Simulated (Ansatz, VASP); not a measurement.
**GdO in VASP and in Ansatz**

```
Gd O
1.0
     0.00000    2.70000    2.70000
     2.70000    0.00000    2.70000
     2.70000    2.70000    0.00000
Gd O
1 1
Direct
  0.00000 0.00000 0.00000
  0.25000 0.25000 0.25000
```

Alike in both runs: task single point; functional PBEsol; k mesh 6 × 6 × 6; occupations gaussian, width 0.05 eV; collinear spin; Hubbard terms Gd f U = 8.0 eV.

```csv
,VASP,Ansatz
version,VASP 6.6.1,Ansatz 0.2.0
potentials or method,"VASP PAW PBE potentials, release 64 (Gd, O)","scalar-relativistic, plane waves, PAW"
plane-wave cutoff (eV),520,420
valence electrons in the cell,24,24
```

Ansatz gave:

| Property | Result |
| --- | --- |
| gap on the k mesh at the Fermi level (eV) | none |
| pressure (GPa) | -3.7 |
| net moment per atom (μB) | 3.96 |
| size of the moment on the site where the two differ most (μB) | 7.02 |

Problem. Estimate VASP's values.

Solution. gap on the k mesh at the Fermi level (eV): none; pressure (GPa): -3.6; net moment per atom (μB): 3.96; size of the moment on the site where the two differ most (μB): 7.08.

Site moments also hang on the region over which each program counts them. The programs project onto different local orbitals, so the same U acts differently. A gap of «none» marks a metal or a gap that the smearing closes. Ansatz warned: «filled_band_counts_differ_across_k_points».

Caveats: the PAW data sets were made with another functional, which shifts forces and pressure a little (VASP); spin-orbit coupling is left out, which moves the levels of the heavy elements; a cell with one magnetic atom can't hold antiferromagnetic order, which such compounds often take. The state reached can hang on the start; a lower one may exist.
